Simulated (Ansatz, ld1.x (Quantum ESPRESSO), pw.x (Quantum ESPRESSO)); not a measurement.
**What a changed setting does to a pw.x run (bcc Ti)**

Potential: norm-conserving Troullier–Martins (Kleinman–Bylander form), ld1.x (Quantum ESPRESSO) 7.5, PBE; core [Ar], reference 3d2 4s1.75 4p0.25; waves: 4s (bound): rc 2.36 bohr; 4p (bound): rc 3.65 bohr; 3d (bound): rc 2.60 bohr; local part: all-electron potential smoothed inside 2.50 bohr (lloc = -1); core correction: a·sin(br)/r model core inside 1.00 bohr.

The reference run (k-mesh 14³, cutoffs 50/200 Ry, Fermi–Dirac 0.01 Ry, mixing_beta 0.4, conv_thr 1e-9, no spin) gives 0.83 GPa at 17.343 Å³/atom, where all-electron LAPW gives 0.23 GPa. This run, with its own iteration cap, changes mixing_mode to TF.

```
&control
  calculation='scf', prefix='x', pseudo_dir='./', outdir='./tmp', tstress=.true., disk_io='none'
/
&system
  ibrav=0, nat=1, ntyp=1, ecutwfc=50, ecutrho=200, nbnd=9,
  occupations='smearing', smearing='fd', degauss=0.01
/
&electrons
  conv_thr=1e-09, mixing_beta=0.4, electron_maxstep=50, mixing_mode='TF'
/
ATOMIC_SPECIES
Ti 1.0 Ti.UPF
CELL_PARAMETERS angstrom
  -1.63062743 1.63062743 1.63062743
  1.63062743 -1.63062743 1.63062743
  1.63062743 1.63062743 -1.63062743
ATOMIC_POSITIONS crystal
Ti 0.0000 0.0000 0.0000
K_POINTS automatic
14 14 14 0 0 0
```

```bash
pw.x < Ti.scf.in > Ti.scf.out
```

How does the run end?

It converges in 8 iterations; the free energy moves by +0.0 meV/atom and the pressure by +0.00 GPa. The result is that of the reference run.

```
Message from routine setup:
     using ibrav=0 with symmetry is DISCOURAGED, use correct ibrav instead
     lattice parameter (alat)  =       5.3372  a.u.
     unit-cell volume          =     117.0364 (a.u.)^3
     number of electrons       =         4.00
     number of Kohn-Sham states=            9
     kinetic-energy cutoff     =      50.0000  Ry
     charge density cutoff     =     200.0000  Ry
     scf convergence threshold =      1.0E-09
     Exchange-correlation= PBE
     number of k points=   104  Fermi-Dirac smearing, width (Ry)=  0.0100
     iteration #  1     ecut=    50.00 Ry     beta= 0.40
     total energy              =     -19.77811304 Ry
     estimated scf accuracy    <       0.03784990 Ry
     iteration #  2     ecut=    50.00 Ry     beta= 0.40
     total energy              =     -19.77467601 Ry
     estimated scf accuracy    <       0.00961416 Ry
     iteration #  3     ecut=    50.00 Ry     beta= 0.40
     negative rho (up, down):  1.595E-06 0.000E+00
     total energy              =     -19.77657508 Ry
     estimated scf accuracy    <       0.00006345 Ry
     iteration #  4     ecut=    50.00 Ry     beta= 0.40
     total energy              =     -19.77657496 Ry
     estimated scf accuracy    <       0.00003478 Ry
     iteration #  5     ecut=    50.00 Ry     beta= 0.40
     total energy              =     -19.77658347 Ry
     estimated scf accuracy    <       0.00000215 Ry
     iteration #  6     ecut=    50.00 Ry     beta= 0.40
     total energy              =     -19.77658395 Ry
     estimated scf accuracy    <          4.5E-09 Ry
     iteration #  7     ecut=    50.00 Ry     beta= 0.40
     total energy              =     -19.77658395 Ry
     estimated scf accuracy    <          8.5E-09 Ry
     iteration #  8     ecut=    50.00 Ry     beta= 0.40
     the Fermi energy is     8.1723 ev
!    total energy              =     -19.77658395 Ry
     estimated scf accuracy    <          4.6E-10 Ry
     smearing contrib. (-TS)   =      -0.01038012 Ry
     The total energy is F=E-TS. E is the sum of the following terms:
     one-electron contribution =       5.77370620 Ry
     hartree contribution      =       0.16846615 Ry
     xc contribution           =     -16.26023671 Ry
     ewald contribution        =      -9.44813947 Ry
     convergence has been achieved in   8 iterations
          total   stress  (Ry/bohr**3)                   (kbar)     P=        8.32
     Message from routine punch:
     Nothing written, as per user request (disk_io='none')
```

The run took about 6.6 s on one core of a shared host (Neoverse-V2, 96 threads, 742 GiB, load 65).
